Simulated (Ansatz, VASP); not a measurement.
**Two plane-wave programs on Ru**

```
CELL_PARAMETERS angstrom
2.51212 0.00000 0.00000
0.00000 2.51212 0.00000
0.00000 0.00000 2.51212
ATOMIC_POSITIONS crystal
Ru 0.00000 0.00000 0.00000
```

Change from the starting cell: volume scaled by 1, norm-conserving files.

Alike in both runs: task single point; functional PBE; k mesh 15 × 15 × 15; occupations fermi-dirac, width 0.1 eV; no spin polarisation.

```csv
,VASP,Ansatz
version,VASP 6.6.1,Ansatz 0.2.0
potentials or method,"VASP PAW PBE potentials, release 64 (Ru_pv)","norm-conserving pseudopotentials, scalar-relativistic"
plane-wave cutoff (eV),520,1143
valence electrons in the cell,14,16
```

Ansatz gave:

| Item | Value |
| --- | --- |
| pressure (GPa) | 0.0 |

Task: Estimate VASP's values.

Result: Pressure (GPa): 0.1.

The two sets of potentials don't hold the same shells in valence.
